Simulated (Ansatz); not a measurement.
# AlRu (Pm-3m) under several functionals

Plane-wave DFT in Ansatz with scalar-relativistic PAW potentials. The same structure was relaxed (cell and atoms, symmetry kept) in separate runs at each level. No spin polarisation.

Question: How do the levels LDA, PBE, PBE+D3(BJ), PBEsol, r2SCAN compare?

Answer:
```tsv
level	cutoff (eV)	k mesh	V (Å³/atom)	a (Å)	B0 (GPa)
LDA	420	14×14×14	12.885	2.954	–
PBE+D3(BJ)	420	14×14×14	13.147	2.974	–
PBEsol	420	14×14×14	13.184	2.976	219
r2SCAN	500	14×14×14	13.267	2.983	220
PBE	420	14×14×14	13.555	3.004	203
```

The usual order of volumes, LDA < PBEsol < PBE, holds here (12.885, 13.184, 13.555 Å³/atom). As a rule LDA overbinds; PBEsol, built on the gradient expansion of slowly varying densities, lies between LDA and PBE; PBE's stronger gradient term for exchange weakens bonds. Adding D3 to PBE changes the volume by -3.0 %; the term is attractive, so it pulls cells in. In metals the pairwise form ignores screening by the conduction electrons, so it can pull in too far. r2SCAN lies 2.1 % under PBE in volume. B0 goes from 219.3 to 203.3 GPa as the volume grows by 2.8 %; on one curve with B' = 4.4 the volume alone, B ∝ V^(−B'), would give 194.3 GPa, and the rest of the difference is the functional's own stiffness.